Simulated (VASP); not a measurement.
Runs of VASP 6.6.1 on CuO. Symmetry: P-6m2, No. 187, hexagonal system. The conventional cell has a = 2.836 Å, b = 2.836 Å, c = 2.768 Å, α = 90.00°, β = 90.00°, γ = 120.00°. Around Cu (site symmetry -6m2) lie 6 O at 2.14 Å. O (site symmetry -6m2) has 6 Cu at 2.14 Å as nearest neighbours. Measurements of this composition are mostly on another form, of space group No. 15.

```csv
task,potentials or basis,cell,cutoff (eV),gap on the mesh (eV),pressure (GPa),relaxed volume (Å³/atom)
relaxation of cell and atoms,"VASP PAW PBE potentials, release 54 (Cu, O)",relaxed,600,none,-0.1,9.70
relaxation of cell and atoms,"VASP PAW PBE potentials, release 64 (Cu, O_s)",relaxed,480,none,0.0,(a)
band structure,"VASP PAW PBE potentials, release 64 (Cu, O_s)",as given,400,-,-0.8,-
relaxation of cell and atoms,"VASP PAW PBE potentials, release 54 (Cu, O)",relaxed,580,none,0.1,9.70
relaxation of cell and atoms,"VASP PAW PBE potentials, release 64 (Cu, O_h)",relaxed,980,none,-0.2,9.71
```

Alike in all rows: level PBE; no spin polarisation; k mesh 11 × 11 × 10; smearing fermi-dirac 0.05 eV.

Task: Fill in the values left out.

Result: (a) 9.69.

Caveats: an odd number of electrons without spin polarisation forces a metal; a magnetic or distorted state may lie lower; the run has no spin polarisation, though such a crystal can be magnetic; semilocal functionals often make such compounds metallic where correlation or magnetic order opens a gap, which also shifts bond lengths.

A gap of «none» marks a metal or a gap under the smearing width.
